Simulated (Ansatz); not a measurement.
BaSnO3 (cubic perovskite)

```
BaSnO3
1.0
    4.13130     0.00000     0.00000
    0.00000     4.13130     0.00000
    0.00000     0.00000     4.13130
Ba Sn O
1 1 3
Direct
  0.00000   0.00000   0.00000
  0.50000   0.50000   0.50000
  0.00000   0.50000   0.50000
  0.50000   0.50000   0.00000
  0.50000   0.00000   0.50000
```

Two-dimensional scan of atom 2 (Sn, nearest neighbour O at 2.066 Å; its periodic images, 4.1 Å or more away, move with it): u runs along (0.707, 0.707, 0.000), v along (0.000, 0.000, 1.000) (Cartesian). Cell and other atoms are fixed.

Method: r2SCAN (plane waves to 500 eV, PAW, scalar-relativistic; Ansatz, an electronic-structure program). k mesh 7×7×7 (Γ-centred), Fermi-Dirac smearing 0.05 eV. E stands for the smeared free energy. Stress and pressure are positive under compression. Points where atoms come too close for the PAW data are left out (x in tables, blank in figures). BaSnO3 was relaxed with its symmetry unable to fall. The zero of ΔE is the undisplaced structure. Axes are in Å.

ΔE (meV/cell), with u across and v down:

```
v \ u   -0.680  -0.340  0.000  0.340  0.680
------  ------  ------  -----  -----  -----
-0.680       x       x      x      x      x
-0.340    5187    2143   1432   2143   5187
0.000     5199    1119      0   1119   5199
0.340     5187    2143   1432   2143   5187
0.680        x       x      x      x      x
```

P (GPa), with u across and v down:

```csv
v \ u,-0.680,-0.340,0.000,0.340,0.680
-0.680,x,x,x,x,x
-0.340,37.7,17.4,10.7,17.4,37.7
0.000,36.1,9.3,0.0,9.3,36.1
0.340,37.7,17.4,10.7,17.4,37.7
0.680,x,x,x,x,x
```

Derived quantities:

* **Lowest place on the grid**: u = 0.000 Å, v = 0.000 Å (0 meV/cell)

(A displaced cell: forces are minus the slopes of the energy, force constants its curvatures, and phonons follow from these.)
